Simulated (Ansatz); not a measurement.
P (R-3m), comparing deformations

Theory: Ansatz, DFT PBE+D3(BJ), scalar-relativistic, plane waves, PAW. Cutoff 420 eV, Γ-centred 24×24×24 k-points, Gaussian smearing of 0.15 eV. No spin polarisation. Energies are free energies at this smearing, counted from the undisturbed cell; pressure is positive in compression.

Zero of the scan (relaxed at this level; with this scan's settings it stands at -0.1 GPa; this form isn't the usual structure):

```
P
1.0
     1.71385    0.98949    2.91891
    -1.71385    0.98949    2.91891
     0.00000   -1.97898    2.91891
P
2
Direct
  0.23367 0.23367 0.23367
  0.76633 0.76633 0.76633
```

The cell is strained by ε times a Voigt pattern (xx, yy, zz, yz, xz, xy; engineering shear) with fractional coordinates fixed. τ = (1/V0) dE/dε comes from the stress tensor. Of each scan, only the three points used here are listed.

```
           pattern        ε  τ (GPa)
(0, 0, 0, 0, 0, 1)  -0.0100    -0.74
(0, 0, 0, 0, 0, 1)   0.0000     0.00
(0, 0, 0, 0, 0, 1)   0.0100     0.74
(1, 0, 0, 0, 0, 0)  -0.0200    -4.61
(1, 0, 0, 0, 0, 0)   0.0000     0.07
(1, 0, 0, 0, 0, 0)   0.0100     2.20
```

Question: Which constants do the scans give, and which deformation costs least for the same size of strain tensor?

Answer: The slope dτ/dε at zero (parabola through three points) is pᵀCp: (0, 0, 0, 0, 0, 1) gives C66 = 74 GPa; (1, 0, 0, 0, 0, 0) gives C11 = 220 GPa. The size of the strain tensor, ε:ε, is ε² times 0.5, 1.0. Per unit of it the stiffnesses are 148, 220 GPa, so (0, 0, 0, 0, 0, 1) is the softest of these: at ε:ε = (1 %)² the quadratic term costs 0.68 meV/atom against 1.02 for the stiffest. These are clamped-ion values.

Forces appear on the atoms along this scan, and letting them relax would lower the energy and soften the response. In a metal these slopes depend on the k mesh and the smearing.